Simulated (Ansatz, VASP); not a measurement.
Given: the input of a run of Ansatz 0.2.0 on GaAs. 

The input input.yaml:

```yaml
crystal:
  lattice:
    - [0.0, 2.82685, 2.82685]
    - [2.82685, 0.0, 2.82685]
    - [2.82685, 2.82685, 0.0]
  atoms:
    - { symbol: As, position: [0.75, 0.75, 0.75] }
    - { symbol: Ga, position: [0.0, 0.0, 0.0] }
kpoints:
  mp_grid: { grid: [8, 8, 8] }
scf:
  occupations: { method: fermi_dirac, width: 0.05 }
hamiltonian:
  xc: pbesol
  pseudopotentials: { kind: all_electron, lapw: { basis_error: 0.001 } }
output:
  forces: true
  stress: true
relax:
  f_tol: 0.01
  max_steps: 60
  cell: {}
```

Potentials or basis: all-electron LAPW, scalar-relativistic.

Run with:

```bash
$ ansatz run input.yaml --threads 1 --pin off --max-ram 3072MiB --backend cpu --events-out ev --progress --plain --runs-dir out
```

Question: Translate it to VASP 6.6.1. Potentials or basis there: PBE PAW files As, Ga_d, 600 eV.

Answer: As run (cutoffs and basis follow the program's own potentials, and thresholds, step limits or extra output files can differ):

Contents of INCAR:

```
SYSTEM = GaAs
PREC = Accurate ; ENCUT = 600
EDIFF = 1E-7 ; ISMEAR = -1
SIGMA = 0.05 ; LREAL = .FALSE.
LASPH = .TRUE. ; NELM = 60
ALGO = Normal ; ISIF = 3
LWAVE = .FALSE. ; LCHARG = .FALSE.
GGA = PS ; IBRION = 2
NSW = 60 ; EDIFFG = -0.01
```

File KPOINTS:

```
regular mesh
0
G
  8 8 8
  0 0 0
```

POSCAR

```
GaAs
1.0
    0.0000000000      2.8268500000      2.8268500000
    2.8268500000      0.0000000000      2.8268500000
    2.8268500000      2.8268500000      0.0000000000
As Ga
1 1
Direct
    0.7500000000      0.7500000000      0.7500000000
    0.0000000000      0.0000000000      0.0000000000
```

Potentials or basis: VASP PAW PBE potentials, release 64 (As, Ga_d).

The run is started by

```bash
$ cat potpaw_PBE.64/As/POTCAR potpaw_PBE.64/Ga_d/POTCAR > POTCAR
$ mpirun -np 1 vasp_std > vasp.out
```

Both were run:

|  | Ansatz | VASP |
| --- | --- | --- |
| Relaxed volume | 22.64 Å³/atom | 22.70 Å³/atom |
| Relaxed cell | a = 4.001 Å, b = 4.001 Å, c = 4.001 Å, α = 60.00°, β = 60.00°, γ = 60.00° | a = 4.004 Å, b = 4.004 Å, c = 4.004 Å, α = 60.00°, β = 60.00°, γ = 60.00° |
| Space group after relaxing | F-43m (No. 216) | F-43m (No. 216) |
| Pressure after relaxing | 0.0 GPa | 0.0 GPa |

VASP's potentials were made for PBE.

Where Ansatz's input types no cutoff or centring, it takes its own default and a Γ-centred mesh.

Pressure is positive in compression.
